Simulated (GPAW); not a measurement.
# AlN (P6_3mc) in GPAW: a series of runs, part 3 of 3

GPAW 26.7.0.

## Step 4: Band structure, LDA

Input file run.py:

```python
from ase.dft.bandgap import bandgap
from ase.io import read, write
from ase.units import GPa
from gpaw import GPAW, PW, setup_paths

setup_paths.insert(0, '.')

atoms = read('AlN.xyz')

calc = GPAW(mode=PW(800),
            xc='LDA',
            kpts={'size': (7, 7, 4), 'gamma': True},
            occupations={'name': 'fermi-dirac', 'width': 0.05},
            nbands=18,
            convergence={'density': 1e-05, 'energy': 1e-05},
            maxiter=150,
            txt='gpaw.txt')
atoms.calc = calc
energy = atoms.get_potential_energy()
forces = atoms.get_forces()
stress = atoms.get_stress()
calc.write('gs.gpw')
write('result.traj', atoms)
print(f'Energy: {energy:.6f} eV')
print('Forces (eV/A):')
print(forces.round(4))
print('Stress (GPa):', (stress / GPa).round(3))
print('Fermi level:', round(calc.get_fermi_level(), 4), 'eV')
print(f'Gap: {bandgap(calc)[0]:.4f} eV, direct: {bandgap(calc, direct=True)[0]:.4f} eV')

path = atoms.cell.bandpath('GMKGALHA,LM,KH', npoints=60, eps=1e-4)
bs_calc = calc.fixed_density(kpts=path, symmetry='off', nbands=29,
                             convergence={'bands': 'CBM+6.0', 'eigenstates': 1e-6}, txt='bands.txt')
bs = bs_calc.band_structure()
bs.write('bs.json')
print(f'Gap on the path: {bandgap(bs_calc)[0]:.4f} eV')
```

Input file AlN.xyz:

```xyz
4
Lattice="3.1130000000 0.0000000000 0.0000000000 -1.5565000000 2.6959370820 0.0000000000 0.0000000000 0.0000000000 4.9810000000" Properties=species:S:1:pos:R:3 pbc="T T T"
Al     1.5565000002      0.8986456939      2.4905000000
Al    -0.0000000002      1.7972913881      0.0000000000
N      1.5565000002      0.8986456939      4.3832800000
N     -0.0000000002      1.7972913881      1.8927800000
```

Potentials or basis: PAW data sets generated in the run's folder for this functional, pw.

Started as:

```bash
$ gpaw-setup -f LDA Al N
$ OMP_NUM_THREADS=1 python run.py
```

gpaw.txt:

```text
__  _  _
 | _ |_)|_||  |
 |__||  | ||/\| - 26.7.0

Input parameters:
  mode=PW(ecut=800.0),
  convergence={'density': 1e-05, 'energy': 1e-05},
  kpts=MonkhorstPack(size=(7, 7, 4), gamma=True),
  maxiter=150,
  nbands=18,
  occupations=Occupations(name='fermi-dirac', width=0.05),
  xc=XC(name='LDA')

Diagonalizing LCAO Hamiltonian
Converting LCAO to pw mode

           N

           Al
        N

        Al

Atoms  # Å, Bohr magnetons
|   | symbol |         x |        y |        z |    initial magnetic moments |
|---|--------|-----------|----------|----------|-----------------------------|
| 0 |     Al |  1.556500 | 0.898646 | 2.490500 | ( 0.0000,  0.0000,  0.0000) |
| 1 |     Al | -0.000000 | 1.797291 | 0.000000 | ( 0.0000,  0.0000,  0.0000) |
| 2 |      N |  1.556500 | 0.898646 | 4.383280 | ( 0.0000,  0.0000,  0.0000) |
| 3 |      N | -0.000000 | 1.797291 | 1.892780 | ( 0.0000,  0.0000,  0.0000) |

Unit cell  # Å
| periodic |         x |        y |        z |  lengths |     angles |
|----------|-----------|----------|----------|----------|------------|
|      yes |  3.113000 | 0.000000 | 0.000000 | 3.113000 |  90.000000 |
|      yes | -1.556500 | 2.695937 | 0.000000 | 3.113000 |  90.000000 |
|      yes |  0.000000 | 0.000000 | 4.981000 | 4.981000 | 120.000000 |

Number of symmetries: 6
Symmetry operations  # r_c * U_cc + t_c -> r_c
|   | kind |            matrix            |
|---|------|------------------------------|
| 0 |  σ   |  1, 1, 0,  0,-1, 0,  0, 0, 1 |
| 1 |  E   |  1, 0, 0,  0, 1, 0,  0, 0, 1 |
| 2 |  C3  |  0, 1, 0, -1,-1, 0,  0, 0, 1 |
| 3 |  σ   |  0,-1, 0, -1, 0, 0,  0, 0, 1 |
| 4 |  σ   | -1, 0, 0,  1, 1, 0,  0, 0, 1 |
| 5 |  C3  | -1,-1, 0,  1, 0, 0,  0, 0, 1 |

BZ-sampling:
  Number of BZ points: 196
  Number of IBZ points: 28

  Monkhorst-Pack size: [7, 7, 4]
  Monkhorst-Pack shift: [0.0, 0.0, 0.125]

K-points  # in reciprocal-cell coordinates
|     |                                coordinates |     weight |
|-----|--------------------------------------------|------------|
|   0 | (  0.00000000,   0.00000000,   0.00000000) | 0.00510204 |
|   1 | (  0.00000000,   0.00000000,   0.25000000) | 0.01020408 |
|   2 | (  0.00000000,   0.00000000,   0.50000000) | 0.00510204 |
|   3 | (  0.14285714,   0.00000000,  -0.25000000) | 0.03061224 |
|   4 | (  0.14285714,   0.00000000,   0.00000000) | 0.03061224 |
|   5 | (  0.14285714,   0.00000000,   0.25000000) | 0.03061224 |
|   6 | (  0.14285714,   0.00000000,   0.50000000) | 0.03061224 |
|   7 | (  0.28571429,  -0.14285714,   0.00000000) | 0.03061224 |
|   8 | (  0.28571429,  -0.14285714,   0.25000000) | 0.06122449 |
|   9 | (  0.28571429,  -0.14285714,   0.50000000) | 0.03061224 |
| ... |                                            |            |
|  27 | (  0.42857143,   0.42857143,   0.50000000) | 0.03061224 |

Plane wave coefficients: 2177
Cutoff: 800.0 eV

Spin-components: 1 (collinear spins)
Bands:           18
Projectors:      20
Spin-degeneracy: 2
Datatype:        complex128

Parallelization:
  kpt:    1
  domain: 1
  band:   1

Density:
  Valence electrons: 16.0
  Components: 1
  Grid points: [21 21 35]
  Charge: 0.0  # |e|

Potential:
  Grid points: [21 21 35]

species:
  Al:
    name:    Aluminium
    Z:       13.0
    valence: 3
    core:    10
    charge:  0.0  # [|e|]
    compensation charges:
      type: gauss
      rc: 0.34  # [Å]
      lmax: 2
    cutoffs:
      filter: 1.91  # [Å]
      core: 2.36  # [Å]
    projectors
    | kind |    occ | energy [eV] | rcut [Å] |
    |------|--------|-------------|----------|
    |   3s |  2.000 |      -7.829 |    1.085 |
    |   3p |  1.000 |      -2.783 |    1.085 |
    |    s |        |      19.382 |    1.085 |
    |    p |        |      24.428 |    1.085 |
    |    d |        |       0.000 |    1.085 |

    Using partial waves for Al as LCAO basis

  N:
    name:    Nitrogen
    Z:       7.0
    valence: 5
    core:    2
    charge:  0.0  # [|e|]
    compensation charges:
      type: gauss
      rc: 0.18  # [Å]
      lmax: 2
    cutoffs:
      filter: 1.11  # [Å]
      core: 0.96  # [Å]
    projectors
    | kind |    occ | energy [eV] | rcut [Å] |
    |------|--------|-------------|----------|
    |   2s |  2.000 |     -18.420 |    0.603 |
    |   2p |  3.000 |      -7.237 |    0.529 |
    |    s |        |       8.791 |    0.603 |
    |    p |        |      19.974 |    0.529 |
    |    d |        |       0.000 |    0.577 |

    Using partial waves for N as LCAO basis

Reference energy: -16098.591515  # eV

eigensolver:
  PPCG
  Converge bands: occupied
  niter=2

density mixing:
  MSR1-Mixer
  Pratt-step length: 0.05
  Maximum mixing coefficient: 0.75
  Old densities: 10
  SVD Regularization: 0.005
  Good broyden scale: 1.0
  Trust region scale: 1.0
  Backstep threshold: 4.0
  History deletion threshold: 6.0
  Fourier metric: weight=20.0, sigma=0.015

occupation numbers:
  Fermi-Dirac:
    width: 0.0500  # eV

poisson solver:
  ecut: 6400.0  # eV

xc functional:
  name: None

convergence criteria:
- Maximum integral of absolute [dens]ity change: 1e-05 electrons / valence electron
- Maximum [total energy] change in last 3 cyles: 1e-05 eV / valence electron
- Maximum integral of absolute [eigenst]ate change: 4e-08 eV^2 / valence electron
maximum number of iterations: 150

SCF iterations
|iter     | |      energy | eigst |  dens |
|---------|-|-------------|-------|-------|
|iter:   1| |  -37.113035 | -0.24 |       |
|iter:   2| |  -36.038829 | -2.02 | -0.55 |
|iter:   3| |  -32.884213 | -0.78 | -0.60 |
|iter:   4| |  -32.863365 | -2.93 | -1.24 |
|iter:   5| |  -32.860206 | -3.54 | -1.55 |
|iter:   6| |  -32.860253 | -5.91 | -2.74 |
|iter:   7| |  -32.860261c| -6.56 | -3.15 |
|iter:   8| |  -32.860261c| -8.21c| -4.37 |
|iter:   9| |  -32.860261c| -7.89c| -4.79 |
|iter:  10| |  -32.860261c| -8.77c| -5.13c|

Converged in 10 steps
Energy contributions relative to reference atoms: (reference = -16098.591515)

Energy contributions:
  Kinetic:          34.757060
  Coulomb:         -30.258401
  Zero:              0.156834
  External:          0.000000
  Xc:              -37.515754
  Entropy:          -0.000000
  Spinorbit:         0.000000
  ----------------------------
  Free energy:     -32.860261
  Extrapolated:    -32.860261

dipole moment: (-0.000000, -0.000001, -6.870907)  # |e|*Ang

Fermi level: 6.782
Eigenvalues  # (at kpt = [0.000, 0.000, 0.000])
| band index |      eig [eV] | occ [0-2] |
|------------|---------------|-----------|
|          0 |        -9.165 |     2.000 |
|          1 |        -6.941 |     2.000 |
|          2 |        -0.189 |     2.000 |
|          3 |         5.003 |     2.000 |
|          4 |         5.003 |     2.000 |
|          5 |         5.662 |     2.000 |
[... 8 lines left out ...]
|         14 |        18.812 |     0.000 |
|         15 |        18.812 |     0.000 |
|        ... |               |           |
|         17 |        20.535 |     0.000 |

Gap: 4.278 eV
Transition (v -> c):
  (s=0, k=0, n=7, [0.00, 0.00, 0.00]) -> (s=0, k=0, n=8, [0.00, 0.00, 0.00])
No difference between direct/indirect transitions

Forces  # eV/Ang
|        x |        y |        z |
|----------|----------|----------|
|  0.00000 |  0.00000 | -0.11999 |  # Al   0
| -0.00000 | -0.00000 | -0.11999 |  # Al   1
| -0.00000 |  0.00000 |  0.12000 |  # N    2
|  0.00000 |  0.00000 |  0.12001 |  # N    3

Stress tensor  # eV/Ang^3
|         x |         y |         z |
|-----------|-----------|-----------|
|  0.028074 |  0.000000 | -0.000000 |
|  0.000000 |  0.028074 | -0.000000 |
| -0.000000 | -0.000000 |  0.017502 |

# Writing to gs.gpw (mode='')
```

It took 34 s on 1 thread of Intel Xeon 6975P-C (Granite Rapids), shared host; peak memory 0.29 GiB.

Results:

| Quantity | Value |
| --- | --- |
| Free energy | -32.8603 eV |
| Pressure | -3.9 GPa |
| Largest force | 0.120 eV/Å |
| Band gap on the k mesh | 4.28 eV, direct |
| Band gap along the path | 4.28 eV, direct |

Forces on the atoms (eV/Å):
```
Al   0.000  0.000 -0.120
Al   0.000  0.000 -0.120
N    0.000  0.000  0.120
N    0.000  0.000  0.120
```

Levels at the corners of the path, in eV from the valence-band top:
```csv
point,band 4,band 5,band 6,band 7,band 8,band 9,band 10,band 11,band 12
Γ,-0.84,-0.84,-0.18,-0.18,0.00,4.28,6.57,10.50,10.98
M,-4.16,-3.36,-2.08,-1.79,-0.66,5.68,5.70,8.13,10.18
K,-3.79,-3.79,-2.44,-2.40,-2.40,4.92,8.25,9.59,9.59
Γ,-0.84,-0.84,-0.18,-0.18,0.00,4.28,6.57,10.50,10.98
A,-3.32,-0.52,-0.52,-0.52,-0.52,6.45,6.45,10.19,10.19
L,-5.63,-1.45,-1.45,-1.36,-1.36,5.22,5.22,9.12,9.12
H,-4.86,-3.87,-3.87,-0.79,-0.79,7.31,7.31,7.76,7.76
A,-3.32,-0.52,-0.52,-0.52,-0.52,6.45,6.45,10.19,10.19
L,-5.63,-1.45,-1.45,-1.36,-1.36,5.22,5.22,9.12,9.12
M,-4.16,-3.36,-2.08,-1.79,-0.66,5.68,5.70,8.13,10.18
K,-3.79,-3.79,-2.44,-2.40,-2.40,4.92,8.25,9.59,9.59
H,-4.86,-3.87,-3.87,-0.79,-0.79,7.31,7.31,7.76,7.76
```

## Step 5: Overview

```tsv
level	potentials or basis	cutoff (eV)	band points	grid spacing	gap on the mesh (eV)	pressure (GPa)	largest force (eV/Å)
WC	PAW data sets generated in the run's folder for this functional, pw	800	80	-	4.16	0.9	0.13
PBE	GPAW PAW data sets (gpaw-data 1.2.1), lcao:dzp	-	80	0.2 Å	4.17	-	-
LDA	PAW data sets generated in the run's folder for this functional, pw	800	60	-	4.28	-3.9	0.12
```

Alike in all rows: task band structure; no spin polarisation; cell as given; k mesh 7 × 7 × 4; smearing fermi-dirac 0.05 eV.

Caveats: the real-space grid adds noise to forces (some runs); the forces don't sum to zero, a sign of grid noise (some runs); the basis of atomic orbitals isn't converged, which shifts pressures, moduli and gaps (some runs).

Absolute energies hang on the potentials; compare differences alone.

## Step 6: Comparison with measurements

Step 2. Against the measured gap of AlN, 6.034 eV (an exciton energy, a little under the gap; 10 K; quoted in “Self-assembly of well-separated AlN nanowires directly on sputtered metallic TiN films”, 2019, arxiv:1910.07391), the calculated 4.16 eV is off by -1.87 eV. 2 values of this kind are on record (6.034 to 6.0343 eV); this one was drawn at random. The value is that of WC, without temperature or zero-point motion. Semilocal functionals fall short of measured gaps as a rule.

Step 3. Measured gap of AlN: 6.0343 eV (an exciton energy, a little under the gap; 0 K; quoted in “Structural and optical properties of self-assembled AlN nanowires grown on SiO2/Si substrates by molecular beam epitaxy”, 2024, arxiv:2402.00216). This calculation gives 4.17 eV (-1.87 eV). 2 values of this kind are on record (6.034 to 6.0343 eV); this one was drawn at random. The value is that of PBE in an atomic basis (GPAW PAW data sets (gpaw-data 1.2.1), lcao:dzp), whose error adds to the functional's,, without temperature or zero-point motion. Semilocal functionals fall short of measured gaps as a rule.

Step 4. A measured gap of AlN is 6.0343 eV (an exciton energy, a little under the gap; 0 K; quoted in “Structural and optical properties of self-assembled AlN nanowires grown on SiO2/Si substrates by molecular beam epitaxy”, 2024, arxiv:2402.00216); the calculated 4.28 eV misses it by -1.76 eV. 2 values of this kind are on record (6.034 to 6.0343 eV); this one was drawn at random. The value is that of LDA, without temperature or zero-point motion. Semilocal functionals fall short of measured gaps as a rule.
